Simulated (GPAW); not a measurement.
# Ge (Fd-3m) in GPAW: settings compared, part 2 of 2

GPAW 26.7.0. The steps go on from the part before.

## (6) Single point, PBE

The input, run.py:

```python
from ase.dft.bandgap import bandgap
from ase.io import read, write
from ase.units import GPa
from gpaw import GPAW, PW

atoms = read('Ge.xyz')

calc = GPAW(mode=PW(450),
            xc='PBE',
            kpts={'size': (7, 7, 7), 'gamma': True},
            occupations={'name': 'fermi-dirac', 'width': 0.05},
            nbands=11,
            maxiter=120,
            txt='gpaw.txt')
atoms.calc = calc
energy = atoms.get_potential_energy()
forces = atoms.get_forces()
stress = atoms.get_stress()
calc.write('gs.gpw')
write('result.traj', atoms)
print(f'Energy: {energy:.6f} eV')
print('Forces (eV/A):')
print(forces.round(4))
print('Stress (GPa):', (stress / GPa).round(3))
print('Fermi level:', round(calc.get_fermi_level(), 4), 'eV')
print(f'Gap: {bandgap(calc)[0]:.4f} eV, direct: {bandgap(calc, direct=True)[0]:.4f} eV')
```

The input, Ge.xyz:

```xyz
2
Lattice="0.0000000000 2.8289100000 2.8289100000 2.8289100000 0.0000000000 2.8289100000 2.8289100000 2.8289100000 0.0000000000" Properties=species:S:1:pos:R:3 pbc="T T T"
Ge     4.2433650000      4.2433650000      4.2433650000
Ge     2.8289100000      2.8289100000      2.8289100000
```

Potentials or basis: GPAW PAW data sets (gpaw-data 1.2.1), pw.

Command:

```sh
$ OMP_NUM_THREADS=1 python run.py
```

gpaw.txt:

```text
__  _  _
 | _ |_)|_||  |
 |__||  | ||/\| - 26.7.0

Input parameters:
  mode=PW(ecut=450.00000000000006),
  kpts=MonkhorstPack(size=(7, 7, 7), gamma=True),
  maxiter=120,
  nbands=11,
  occupations=Occupations(name='fermi-dirac', width=0.05),
  xc=XC(name='PBE')

Diagonalizing LCAO Hamiltonian
Converting LCAO to pw mode

           Ge

       Ge

Atoms  # Å, Bohr magnetons
|   | symbol |        x |        y |        z |    initial magnetic moments |
|---|--------|----------|----------|----------|-----------------------------|
| 0 |     Ge | 4.243365 | 4.243365 | 4.243365 | ( 0.0000,  0.0000,  0.0000) |
| 1 |     Ge | 2.828910 | 2.828910 | 2.828910 | ( 0.0000,  0.0000,  0.0000) |

Unit cell  # Å
| periodic |        x |        y |        z |  lengths |    angles |
|----------|----------|----------|----------|----------|-----------|
|      yes | 0.000000 | 2.828910 | 2.828910 | 4.000683 | 60.000000 |
|      yes | 2.828910 | 0.000000 | 2.828910 | 4.000683 | 60.000000 |
|      yes | 2.828910 | 2.828910 | 0.000000 | 4.000683 | 60.000000 |

Number of symmetries: 24
Symmetry operations  # r_c * U_cc + t_c -> r_c
|    | kind |            matrix            |
|----|------|------------------------------|
|  0 |  E   |  1, 0, 0,  0, 1, 0,  0, 0, 1 |
|  1 |  σ   |  1, 0, 0,  0, 0, 1,  0, 1, 0 |
|  2 |  σ   |  1, 0,-1,  0, 1,-1,  0, 0,-1 |
|  3 |  C3  |  1, 0,-1,  0, 0,-1,  0, 1,-1 |
|  4 |  C3  |  1,-1, 0,  0,-1, 1,  0,-1, 0 |
|  5 |  σ   |  1,-1, 0,  0,-1, 0,  0,-1, 1 |
|  6 |  σ   |  0, 1, 0,  1, 0, 0,  0, 0, 1 |
|  7 |  C3  |  0, 1, 0,  0, 0, 1,  1, 0, 0 |
[... 119 lines left out ...]
- Maximum integral of absolute [dens]ity change: 0.0001 electrons / valence electron
- Maximum integral of absolute [eigenst]ate change: 4e-08 eV^2 / valence electron
maximum number of iterations: 120

SCF iterations
|iter     | |      energy | eigst |  dens |
|---------|-|-------------|-------|-------|
|iter:   1| |   -9.015864 | -0.47 |       |
|iter:   2| |   -9.013031 | -2.70 | -0.91 |
|iter:   3| |   -8.981422 | -2.69 | -0.93 |
|iter:   4| |   -8.981443 | -3.59 | -1.53 |
|iter:   5| |   -8.981537c| -5.24 | -2.49 |
|iter:   6| |   -8.981544c| -6.80 | -3.16 |
|iter:   7| |   -8.981545c| -7.95c| -3.77 |
|iter:   8| |   -8.981545c| -8.47c| -5.08c|

Converged in 8 steps
Energy contributions relative to reference atoms: (reference = -114195.275705)

Energy contributions:
  Kinetic:          26.179396
  Coulomb:         -23.341606
  Zero:              0.008916
  External:          0.000000
  Xc:              -11.827780
  Entropy:          -0.000943
  Spinorbit:         0.000000
  ----------------------------
  Free energy:      -8.982016
  Extrapolated:     -8.981545

dipole moment: (3.701402, 3.701402, 3.701402)  # |e|*Ang

Fermi level: 6.050
Eigenvalues  # (at kpt = [0.000, 0.000, 0.000])
| band index |      eig [eV] | occ [0-2] |
|------------|---------------|-----------|
|          0 |        -6.775 |     2.000 |
|          1 |         5.982 |     1.591 |
|          2 |         5.982 |     1.591 |
|          3 |         5.982 |     1.591 |
|          4 |         6.073 |     0.774 |
|          5 |         8.540 |     0.000 |
|          6 |         8.540 |     0.000 |
|          7 |         8.540 |     0.000 |
|          8 |        12.431 |     0.000 |
|          9 |        15.368 |     0.000 |
|         10 |        15.371 |     0.000 |

Gap: 0.091 eV
Transition (v -> c):
  (s=0, k=0, n=3, [0.00, 0.00, 0.00]) -> (s=0, k=0, n=4, [0.00, 0.00, 0.00])
No difference between direct/indirect transitions

Forces  # eV/Ang
|        x |        y |       z |
|----------|----------|---------|
|  0.00000 | -0.00000 | 0.00000 |  # Ge   0
| -0.00000 |  0.00000 | 0.00000 |  # Ge   1

Stress tensor  # eV/Ang^3
|         x |         y |         z |
|-----------|-----------|-----------|
| -0.024326 | -0.000000 | -0.000000 |
| -0.000000 | -0.024326 |  0.000000 |
| -0.000000 |  0.000000 | -0.024326 |

# Writing to gs.gpw (mode='')
```

Wall time 4.5 s (1 thread of Arm Neoverse V1, shared host); peak memory 0.14 GiB.

Results:

```
Free energy            : -8.9820 eV
Pressure               : 3.9 GPa
Band gap on the k mesh : 0.09 eV, direct
```

Caveat: the cutoff is short for stress and forces, so pressures can be off by a GPa or more; an odd mesh through Γ misses points on the zone boundary, where band edges often lie.

## (7) The runs side by side

```tsv
task	level	potentials or basis	cell	k mesh	cutoff (eV)	maxiter	optimizer	fmax	max steps	convergence	gap on the mesh (eV)	pressure (GPa)	relaxed volume (Å³/atom)
relaxation of cell and atoms	PBEsol+D3	PAW data sets generated in the run's folder for this functional, pw	relaxed	8 × 8 × 8	600	150	BFGS	0.02 eV/Å	60	density=1e-05 forces=0.0001	none	0.0	22.71
relaxation of cell and atoms	PBEsol+D3(BJ)	PAW data sets generated in the run's folder for this functional, pw	relaxed	8 × 8 × 8	600	150	BFGS	0.02 eV/Å	60	density=1e-05 forces=0.0001	0.17	0.0	22.34
relaxation of cell and atoms	PBEsol+D3(BJ)+ATM	PAW data sets generated in the run's folder for this functional, pw	relaxed	8 × 8 × 8	600	150	BFGS	0.02 eV/Å	60	density=1e-05 forces=0.0001	0.14	0.0	22.40
relaxation of cell and atoms	PBEsol+D4	PAW data sets generated in the run's folder for this functional, pw	relaxed	8 × 8 × 8	600	150	BFGS	0.02 eV/Å	60	density=1e-05 forces=0.0001	0.08	0.0	22.55
single point	PBE	GPAW PAW data sets (gpaw-data 1.2.1), pw	as given	7 × 7 × 7	450	120	-	-	-	default	0.09	3.9	-
```

Alike in all rows: no spin polarisation; smearing fermi-dirac 0.05 eV.

Caveats: later steps reuse the first step's grids (some runs); pairwise dispersion overbinds metals, which lowers pressure and volume (some runs); the cutoff is short for stress and forces, so pressures can be off by a GPa or more (some runs); an odd mesh through Γ misses points on the zone boundary, where band edges often lie (some runs).

Total energies depend on the potentials used, so only differences within one code and one set of settings carry meaning.

## (8) Comparison with measurements

Step 2. The cell as given is a measured one (22.64 Å³/atom); PBEsol+D3 puts the equilibrium volume +0.3 % from it, thermal expansion not counted.

Step 3. The cell as given is a measured one (22.64 Å³/atom); PBEsol+D3(BJ) puts the equilibrium volume -1.3 % from it, thermal expansion not counted.

Step 4. The cell as given is a measured one (22.64 Å³/atom); PBEsol+D3(BJ)+ATM puts the equilibrium volume -1.1 % from it, thermal expansion not counted.

Step 5. The cell as given is a measured one (22.64 Å³/atom); PBEsol+D4 puts the equilibrium volume -0.4 % from it, thermal expansion not counted.

Step 6. The gap isn't set beside the measured one, since this odd mesh misses points on the zone boundary.
